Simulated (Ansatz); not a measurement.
One structure type (F-43m), one member withheld

The calculation used DFT, PBE, all-electron LAPW, scalar-relativistic (Ansatz 0.2.0).

All cells have space group F-43m and are held fixed (conventional cell and sites). Prototypes and MP cells are computed structures that needn't be known or stable phases of these compounds. Gaps are the smallest over the k mesh and a high-symmetry path; Bader charges come from PAW runs of the same cells. Open d or f shells run without spin or U come out metallic where the real compound may not be. Semilocal functionals give too small gaps and can close them; gaps under 0.4 eV may also close off the mesh.

Spin–orbit coupling is left out, though it moves levels of the heavy atoms by tenths of an eV or more.

CdTe: a = 6.41 Å, b = 6.41 Å, c = 6.41 Å; Cd 4a (0.000 0.000 0.000), Te 4c (0.250 0.250 0.250); 9×9×9 mesh, smearing 0.08 eV, COD 1010539, reported, may be off
HgTe: a = 6.45 Å, b = 6.45 Å, c = 6.45 Å; Hg 4a (0.000 0.000 0.000), Te 4c (0.250 0.250 0.250); 11×11×11 mesh, smearing 0.03 eV, COD 1539232, reported
BeTe: a = 5.54 Å, b = 5.54 Å, c = 5.54 Å; Be 4a (0.000 0.000 0.000), Te 4c (0.250 0.250 0.250); 11×11×11 mesh, smearing 0.05 eV, COD 9008838, reported, may be off

```csv
compound,P (GPa),gap (eV),Bader charges (e)
CdTe,4.3,0.87,"Cd +0.50, Te -0.50"
BeTe,4.3,1.86,"Be +1.48, Te -1.48"
```

Q: Predict the row of HgTe (no spin polarisation).

A: P (GPa): 4.1, gap (eV): none, Bader charges (e): Hg +0.09, Te -0.09.
